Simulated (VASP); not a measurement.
# CdO (Monteponite) (Fm-3m) in VASP: further runs

One crystal, CdO (Monteponite), is run at these levels: PBE, PBEsol; tasks: single point.

All numbers are computed with VASP 6.6.1; they aren't measurements. Logs are shortened: lines on timing, memory, paths and dates and some standing lists are left out, and cuts for length are marked.

### Step 1. The structure

It takes space group Fm-3m (No. 225, cubic). Conventional cell: a = 4.699 Å, b = 4.699 Å, c = 4.699 Å, α = 90.00°, β = 90.00°, γ = 90.00°. Around Cd (site symmetry m-3m) lie 6 O at 2.35 Å. O (site symmetry m-3m) has 6 Cd at 2.35 Å as nearest neighbours.

### Step 2. Single point, PBE

File INCAR:

```
PREC     = Accurate       # precision mode
ENCUT    = 520            # plane-wave cutoff, eV
EDIFF    = 1E-6           # SCF threshold, eV
ISMEAR   = 0              # smearing method
SIGMA    = 0.023          # smearing width, eV
LREAL    = F              # projectors in reciprocal space
LASPH    = T              # aspherical terms in the spheres
NELM     = 80             # most SCF steps
ALGO     = Normal         # electronic algorithm
ISIF     = 2              # what is computed and relaxed
LWAVE    = F              # write WAVECAR
LCHARG   = F              # write CHGCAR
GGA      = PE             # functional
NBANDS   = 16             # bands
```

File KPOINTS:

```
Automatic mesh
0
Gamma
  10 10 10
```

File POSCAR:

```
CdO
1.0
    0.0000000000      2.3495000000      2.3495000000
    2.3495000000      0.0000000000      2.3495000000
    2.3495000000      2.3495000000      0.0000000000
Cd O
1 1
Direct
    0.0000000000      0.0000000000      0.0000000000
    0.5000000000      0.5000000000      0.5000000000
```

Potentials or basis: VASP PAW PBE potentials, release 64 (Cd, O).

Launch:

```
cat potpaw_PBE.64/Cd/POTCAR potpaw_PBE.64/O/POTCAR > POTCAR
mpirun -np 1 vasp_std > vasp.out
```

OUTCAR:

```text
PREC = Accurate
   ENCUT = 520
   EDIFF = 1E-6
   ISMEAR = 0
   LREAL = F
   LASPH = T
   NELM = 80
   ISIF = 2
   GGA = PE

 ion  position               nearest neighbor table
   1  0.000  0.000  0.000-   2 2.35   2 2.35   2 2.35   2 2.35   2 2.35   2 2.35
   2  0.500  0.500  0.500-   1 2.35   1 2.35   1 2.35   1 2.35   1 2.35   1 2.35

  LATTYP: Found a face centered cubic cell.
 ALAT       =     4.6990000000

  Lattice vectors:

 A1 = (   0.0000000000,   2.3495000000,   2.3495000000)
 A2 = (   2.3495000000,   0.0000000000,   2.3495000000)
 A3 = (   2.3495000000,   2.3495000000,   0.0000000000)

Analysis of symmetry for initial positions (statically):
=====================================================================
 Subroutine PRICEL returns:
 Original cell was already a primitive cell.

 Routine SETGRP: Setting up the symmetry group for a
 face centered cubic supercell.

 Subroutine GETGRP returns: Found 48 space group operations
 (whereof 48 operations were pure point group operations)
 out of a pool of 48 trial point group operations.

The static configuration has the point symmetry O_h .

Analysis of symmetry for dynamics (positions and initial velocities):
=====================================================================
 Subroutine PRICEL returns:
 Original cell was already a primitive cell.

 Routine SETGRP: Setting up the symmetry group for a
 face centered cubic supercell.

 Subroutine GETGRP returns: Found 48 space group operations
 (whereof 48 operations were pure point group operations)
 out of a pool of 48 trial point group operations.

The dynamic configuration has the point symmetry O_h .

 Subroutine INISYM returns: Found 48 space group operations
 (whereof 48 operations are pure point group operations),
 and found     1 'primitive' translations

----------------------------------------------------------------------------------------

                                     Primitive cell

  volume of cell :      25.9392

  direct lattice vectors                    reciprocal lattice vectors
     0.000000000  2.349500000  2.349500000    -0.212811236  0.212811236  0.212811236
     2.349500000  0.000000000  2.349500000     0.212811236 -0.212811236  0.212811236
     2.349500000  2.349500000  0.000000000     0.212811236  0.212811236 -0.212811236

  length of vectors
     3.322694765  3.322694765  3.322694765     0.368599874  0.368599874  0.368599874

  position of ions in fractional coordinates (direct lattice)
     0.000000000  0.000000000  0.000000000
     0.500000000  0.500000000  0.500000000

  ion indices of the primitive-cell ions
   primitive index   ion index
                 1           1
                 2           2

----------------------------------------------------------------------------------------

 KPOINTS: Automatic mesh

Automatic generation of k-mesh.
 Grid dimensions read from file:
 generate k-points for:   10   10   10

 Generating k-lattice:

  Cartesian coordinates                     Fractional coordinates (reciprocal lattice)
    -0.021281124  0.021281124  0.021281124     0.100000000  0.000000000  0.000000000
     0.021281124 -0.021281124  0.021281124     0.000000000  0.100000000  0.000000000
     0.021281124  0.021281124 -0.021281124     0.000000000  0.000000000  0.100000000

  Length of vectors
     0.036859987  0.036859987  0.036859987

  Shift w.r.t. Gamma in fractional coordinates (k-lattice)
     0.000000000  0.000000000  0.000000000

 Subroutine IBZKPT returns following result:
 ===========================================

 Found     47 irreducible k-points:

 Following reciprocal coordinates:
            Coordinates               Weight
  0.000000  0.000000  0.000000      1.000000
  0.100000  0.000000  0.000000      8.000000
  0.200000  0.000000  0.000000      8.000000
  0.300000  0.000000  0.000000      8.000000
  0.400000  0.000000  0.000000      8.000000
  0.500000  0.000000  0.000000      4.000000
[... 16 lines left out ...]
  0.300000  0.300000  0.000000      6.000000
  0.400000  0.300000  0.000000     24.000000
 [... further k-points ...]
   k-points           NKPTS =     47   k-points in BZ     NKDIM =     47   number of bands    NBANDS=     16
   number of dos      NEDOS =    301   number of ions     NIONS =      2
   total plane-waves  NPLWV =  21952
   dimension x,y,z NGX =    28 NGY =   28 NGZ =   28
   dimension x,y,z NGXF=    56 NGYF=   56 NGZF=   56
   ions per type =               1   1
   NGX,Y,Z   is equivalent  to a cutoff of  14.01, 14.01, 14.01 a.u.
   NGXF,Y,Z  is equivalent  to a cutoff of  28.02, 28.02, 28.02 a.u.
 SYSTEM =  unknown system
   PREC   = accura    normal or accurate (medium, high low for compatibility)
   ISTART =      0    job   : 0-new  1-cont  2-samecut
   ICHARG =      2    charge: 1-file 2-atom 10-const
   ISPIN  =      1    spin polarized calculation?
   LNONCOLLINEAR =      F non collinear calculations
   LSORBIT =      F    spin-orbit coupling
[... 56 lines left out ...]
 cond. band min:       2.6426585361   @ k =   0.1000   0.0000   0.0000
 fundamental gap:      0.6030109920
 Fermi energy:         2.0584119619

 k-point     1 :       0.0000    0.0000    0.0000
  band No.  band energies     occupation
      1     -15.3285      2.00000
      2      -4.6659      2.00000
      3      -4.6659      2.00000
      4      -4.6659      2.00000
      5      -4.3595      2.00000
      6      -4.3595      2.00000
[... 8 lines left out ...]
     15      20.2272      0.00000
     16      20.2272      0.00000

 k-point     2 :       0.1000    0.0000    0.0000
  band No.  band energies     occupation
      1     -15.2591      2.00000
      2      -4.7065      2.00000
      3      -4.6493      2.00000
      4      -4.6493      2.00000
      5      -4.4269      2.00000
      6      -4.4269      2.00000
[... 8 lines left out ...]
     15      20.5047      0.00000
     16      20.5047      0.00000

 k-point     3 :       0.2000    0.0000    0.0000
  band No.  band energies     occupation
      1     -15.0723      2.00000
      2      -4.8608      2.00000
      3      -4.7646      2.00000
      4      -4.7646      2.00000
      5      -4.4229      2.00000
      6      -4.4229      2.00000
[... 8 lines left out ...]
     15      21.1359      0.00000
     16      21.1359      0.00000

 k-point     4 :       0.3000    0.0000    0.0000
  band No.  band energies     occupation
      1     -14.8274      2.00000
      2      -5.1587      2.00000
      3      -5.0040      2.00000
      4      -5.0040      2.00000
      5      -4.2863      2.00000
      6      -4.2863      2.00000
[... 8 lines left out ...]
     15      22.0924      0.00000
     16      22.0924      0.00000

 k-point     5 :       0.4000    0.0000    0.0000
  band No.  band energies     occupation
      1     -14.6161      2.00000
      2      -5.4815      2.00000
      3      -5.1898      2.00000
      4      -5.1898      2.00000
      5      -4.1612      2.00000
      6      -4.1612      2.00000
[... 8 lines left out ...]
     15      23.2772      0.00000
     16      23.2772      0.00000

 k-point     6 :       0.5000    0.0000    0.0000
  band No.  band energies     occupation
      1     -14.5317      2.00000
      2      -5.6206      2.00000
      3      -5.2578      2.00000
      4      -5.2578      2.00000
      5      -4.1118      2.00000
      6      -4.1118      2.00000
[... 8 lines left out ...]
     15      23.2950      0.00000
     16      24.0854      0.00000
[... 267 lines left out ...]
 k-point    21 :      -0.3000    0.2000    0.0000
  band No.  band energies     occupation
      1     -14.6335      2.00000
      2      -5.2963      2.00000
      3      -5.0985      2.00000
      4      -4.8879      2.00000
      5      -4.2770      2.00000
      6      -4.0570      2.00000
[... 8 lines left out ...]
     15      21.7895      0.00000
     16      22.5714      0.00000

 k-point    22 :      -0.2000    0.2000    0.0000
  band No.  band energies     occupation
      1     -14.7877      2.00000
      2      -5.1404      2.00000
      3      -5.0302      2.00000
      4      -4.8661      2.00000
      5      -4.4079      2.00000
      6      -4.1072      2.00000
[... 8 lines left out ...]
     15      21.5314      0.00000
     16      22.8284      0.00000

 k-point    23 :       0.3000    0.3000    0.0000
  band No.  band energies     occupation
      1     -14.8215      2.00000
      2      -4.9699      2.00000
      3      -4.9203      2.00000
      4      -4.3075      2.00000
      5      -4.3075      2.00000
      6      -4.1858      2.00000
[... 8 lines left out ...]
     15      26.2094      0.00000
     16      26.4749      0.00000

 k-point    24 :       0.4000    0.3000    0.0000
  band No.  band energies     occupation
      1     -14.7277      2.00000
      2      -5.0248      2.00000
      3      -4.7449      2.00000
      4      -4.3745      2.00000
      5      -4.1999      2.00000
      6      -4.0727      2.00000
[... 8 lines left out ...]
     15      25.7982      0.00000
     16      26.3195      0.00000

 [... further k-points ...]

------------------------ aborting loop because EDIFF is reached ----------------------------------------

  FORCE on cell =-STRESS in cart. coord.  units (eV):
  Direction    XX          YY          ZZ          XY          YZ          ZX
  --------------------------------------------------------------------------------------
  -------------------------------------------------------------------------------------
  Total        1.2280554      1.2280554      1.2280554      0.0000000      0.0000000      0.0000000
  in kB       75.8528986     75.8528986     75.8528986      0.0000000      0.0000000      0.0000000
  external PRESSURE =      75.8528986 kB  Pullay stress =       0.0000000 kB

 VOLUME and BASIS-vectors are now :
 -----------------------------------------------------------------------------
  energy-cutoff  :      520.00
  volume of cell :       25.94
      direct lattice vectors                 reciprocal lattice vectors
     0.000000000  2.349500000  2.349500000    -0.212811236  0.212811236  0.212811236
     2.349500000  0.000000000  2.349500000     0.212811236 -0.212811236  0.212811236
     2.349500000  2.349500000  0.000000000     0.212811236  0.212811236 -0.212811236

 POSITION                                       TOTAL-FORCE (eV/Angst)
 -----------------------------------------------------------------------------------
      0.00000      0.00000      0.00000        -0.000000      0.000000      0.000000
      2.34950      2.34950      2.34950         0.000000     -0.000000     -0.000000
 -----------------------------------------------------------------------------------
    total drift:                                0.000000      0.000000      0.000000

  FREE ENERGIE OF THE ION-ELECTRON SYSTEM (eV)
  ---------------------------------------------------
  free  energy   TOTEN  =        -7.6964485518 eV

  energy  without entropy=       -7.6963945073  energy(sigma->0) =       -7.69642153
```

Run time: 12 s. Hardware: 1 thread of Intel Xeon 6975P-C (Granite Rapids), shared host; peak memory 0.16 GiB.

What came out:

```
Free energy            : -7.6964 eV
Pressure               : 7.6 GPa
Band gap on the k mesh : none (metal or under the smearing width)
```

Caveat: this crystal is a semiconductor, whose small gap the functional closes, so the metal is an error of the method.

### Step 3. Single point, PBEsol

File INCAR:

```
SYSTEM = CdO
PREC = Accurate
ENCUT = 520
EDIFF = 1E-7
ISMEAR = 0
SIGMA = 0.1
LREAL = .False.
LASPH = .True.
NELM = 100
ALGO = Fast
ISIF = 2
LWAVE = .False.
LCHARG = .True.
GGA = PS
LELF = .True.
LVHAR = .True.
```

File KPOINTS:

```
Automatic mesh
0
Gamma
  10 10 10
  0 0 0
```

POSCAR is that of step 2.

Potentials or basis: VASP PAW PBE potentials, release 54 (Cd, O).

Launch:

```
cat potpaw_PBE.54/Cd/POTCAR potpaw_PBE.54/O/POTCAR > POTCAR
mpirun -np 1 vasp_std > vasp.out
```

Wall time 23 s (1 thread of Intel Xeon Platinum 8559C (Emerald Rapids), shared host); peak memory 0.16 GiB.

Results (log left out):

| Property | Result |
| --- | --- |
| Free energy | -8.5041 eV |
| Pressure | 0.8 GPa |
| Band gap on the k mesh | none (metal or under the smearing width) |

Levels at points of the mesh, in eV from the Fermi level:
```tsv
k point	band 6	band 7	band 8	band 9	band 10	band 11	band 12	band 13
(0.00, 0.00, 0.00)	-6.47	-1.47	-1.47	-1.47	-0.64	14.66	16.77	16.77
(0.50, 0.00, 0.00)	-6.20	-3.94	-0.11	-0.11	4.18	7.13	11.69	11.69
(0.50, 0.50, 0.00)	-5.75	-4.53	-2.46	-2.46	3.66	8.33	10.95	13.12
```

Caveat: the PAW data sets were made with another functional, which shifts forces and pressure a little; this crystal is a semiconductor, whose small gap the functional closes, so the metal is an error of the method.

### Step 4. Single point, PBEsol

File run.py:

```python
from ase.calculators.vasp import Vasp
from ase.dft.bandgap import bandgap
from ase.io import read

atoms = read('CdO.cif')
calc = Vasp(
    directory='calc',
    xc='pbesol',
    pp='PBE',
    setups='recommended',
    pp_version='54',
    prec='Accurate',
    encut=520,
    ediff=1e-06,
    ismear=0,
    sigma=0.1,
    lreal=False,
    lasph=True,
    nelm=80,
    algo='Normal',
    isif=2,
    lwave=False,
    lcharg=True,
    lelf=True,
    lvhar=True,
    kpts=[10, 10, 10],
    gamma=True,
    nbands=16,
)
atoms.calc = calc

print('energy (eV):', atoms.get_potential_energy())
print('free energy (eV):', atoms.get_potential_energy(force_consistent=True))
print('forces (eV/A):')
print(atoms.get_forces())
print('stress (eV/A^3, Voigt):', atoms.get_stress())
print('Fermi level (eV):', calc.get_fermi_level())
gap, top, bottom = bandgap(calc)
print('band gap (eV):', gap, 'from (spin, k, band)', top, 'to', bottom)
```

File CdO.cif:

```cif
data_CdO
_cell_length_a 3.32269476
_cell_length_b 3.32269476
_cell_length_c 3.32269476
_cell_angle_alpha 60.00000000
_cell_angle_beta 60.00000000
_cell_angle_gamma 60.00000000
_space_group_name_H-M_alt 'P1'
_space_group_name_Hall 'P 1'
_space_group_IT_number 1
loop_
_space_group_symop_operation_xyz
'x,y,z'
loop_
_atom_site_label
_atom_site_type_symbol
_atom_site_symmetry_multiplicity
_atom_site_Wyckoff_symbol
_atom_site_fract_x
_atom_site_fract_y
_atom_site_fract_z
_atom_site_occupancy
Cd1 Cd 1 a 0.0000000000 0.0000000000 0.0000000000 1
O1 O 1 a 0.5000000000 0.5000000000 0.5000000000 1
```

Launch:

```
python run.py
```

Wall time 22 s (1 thread of Intel Xeon Platinum 8559C (Emerald Rapids), shared host); peak memory 0.16 GiB.

Results (log left out):

```yaml
Free_energy: -8.5041 eV
Pressure: 0.7 GPa
Band_gap_on_the_k_mesh: none (metal or under the smearing width)
```

Levels at points of the mesh, in eV from the Fermi level:
```
           k point  band 7  band 8  band 9  band 10  band 11  band 12
(0.00, 0.00, 0.00)   -1.47   -1.47   -1.47    -0.64    14.66    16.77
(0.50, 0.00, 0.00)   -3.94   -0.11   -0.11     4.18     7.13    11.69
(0.50, 0.50, 0.00)   -4.53   -2.46   -2.46     3.66     8.33    10.95
```

Caveat: the PAW data sets were made with another functional, which shifts forces and pressure a little; this crystal is a semiconductor, whose small gap the functional closes, so the metal is an error of the method.

### Step 5. Single point, PBE

File INCAR:

```
SYSTEM = CdO
  PREC = Accurate
  ENCUT = 520
  EDIFF = 1E-6
  ISMEAR = 0
  SIGMA = 0.020999999999999998
  LREAL = .False.
  LASPH = .True.
  NELM = 80
  ALGO = Normal
  ISIF = 2
  LWAVE = .False.
  LCHARG = .False.
  GGA = PE
```

KPOINTS is that of step 3.

POSCAR is that of step 3.

Potentials or basis: VASP PAW PBE potentials, release 64 (Cd, O).

Launch:

```
cat potpaw_PBE.64/Cd/POTCAR potpaw_PBE.64/O/POTCAR > POTCAR
mpirun -np 1 vasp_std > vasp.out
```

It took 11 s on 1 thread of Intel Xeon Platinum 8488C (Sapphire Rapids), shared host; peak memory 0.16 GiB.

The run converged. Its results:

```yaml
Free_energy: -7.6964 eV
Pressure: 7.6 GPa
Band_gap_on_the_k_mesh: none (metal or under the smearing width)
```

Levels at points of the mesh, in eV from the Fermi level:
| k point | band 6 | band 7 | band 8 | band 9 | band 10 | band 11 | band 12 | band 13 |
| --- | --- | --- | --- | --- | --- | --- | --- | --- |
| (0.00, 0.00, 0.00) | -6.42 | -1.35 | -1.35 | -1.35 | -0.44 | 14.97 | 17.02 | 17.02 |
| (0.50, 0.00, 0.00) | -6.17 | -3.83 | -0.02 | -0.02 | 4.43 | 7.30 | 11.94 | 11.94 |
| (0.50, 0.50, 0.00) | -5.72 | -4.35 | -2.32 | -2.32 | 3.87 | 8.54 | 11.21 | 13.35 |

Caveat: this crystal is a semiconductor, whose small gap the functional closes, so the metal is an error of the method.

### Step 6. Single point, PBE

File INCAR:

```
SYSTEM = CdO
PREC = Accurate ; ENCUT = 520
EDIFF = 1E-6 ; ISMEAR = 0
SIGMA = 0.012 ; LREAL = .FALSE.
LASPH = .TRUE. ; NELM = 100
ALGO = Normal ; ISIF = 2
LWAVE = .FALSE. ; LCHARG = .FALSE.
GGA = PE
```

File KPOINTS:

```
regular mesh
0
G
  10 10 10
  0 0 0
```

POSCAR is that of step 5.

Potentials or basis: VASP PAW PBE potentials, release 64 (Cd, O).

Launch:

```
cat potpaw_PBE.64/Cd/POTCAR potpaw_PBE.64/O/POTCAR > POTCAR
mpirun -np 1 vasp_std > vasp.out
```

Wall time 31 s (1 thread of Intel Xeon Platinum 8375C at 2.90GHz (Ice Lake), shared host); peak memory 0.16 GiB.

Results (log left out):

* Free energy: -7.6964 eV
* Pressure: 7.6 GPa
* Band gap on the k mesh: none (metal or under the smearing width)

Levels at points of the mesh, in eV from the Fermi level:
| k point | band 6 | band 7 | band 8 | band 9 | band 10 | band 11 | band 12 | band 13 |
| --- | --- | --- | --- | --- | --- | --- | --- | --- |
| (0.00, 0.00, 0.00) | -6.41 | -1.34 | -1.34 | -1.34 | -0.44 | 14.98 | 17.02 | 17.02 |
| (0.50, 0.00, 0.00) | -6.16 | -3.82 | -0.01 | -0.01 | 4.44 | 7.31 | 11.95 | 11.95 |
| (0.50, 0.50, 0.00) | -5.71 | -4.34 | -2.31 | -2.31 | 3.88 | 8.55 | 11.21 | 13.35 |

Caveat: this crystal is a semiconductor, whose small gap the functional closes, so the metal is an error of the method.

### Step 7. The reference run

An earlier run on the cell as given: functional PBE; potentials or basis VASP PAW PBE potentials, release 64 (Cd, O); cutoff 520 eV; k mesh 10 × 10 × 10; occupations fermi-dirac, width 0.05 eV; no spin polarisation.

- Pressure: 7.6 GPa
- Band gap on the k mesh: none (metal or under the smearing width)

### Step 8. Summary

| level | potentials or basis | smearing | gap on the mesh (eV) | pressure (GPa) |
| --- | --- | --- | --- | --- |
| PBE | VASP PAW PBE potentials, release 64 (Cd, O) | gaussian 0.023 eV | none | 7.6 |
| PBEsol | VASP PAW PBE potentials, release 54 (Cd, O) | gaussian 0.1 eV | none | 0.7 |
| PBE | VASP PAW PBE potentials, release 64 (Cd, O) | gaussian 0.021 eV | none | 7.6 |
| PBE | VASP PAW PBE potentials, release 64 (Cd, O) | gaussian 0.012 eV | none | 7.6 |
| PBE | VASP PAW PBE potentials, release 64 (Cd, O) | fermi-dirac 0.05 eV | none | 7.6 |

Alike in all rows: task single point; no spin polarisation; cell as given; k mesh 10 × 10 × 10; cutoff (eV) 520.

Caveats: this crystal is a semiconductor, whose small gap the functional closes, so the metal is an error of the method; the PAW data sets were made with another functional, which shifts forces and pressure a little (some runs).

Total energies depend on the potentials used, so only differences within one code and one set of settings carry meaning.
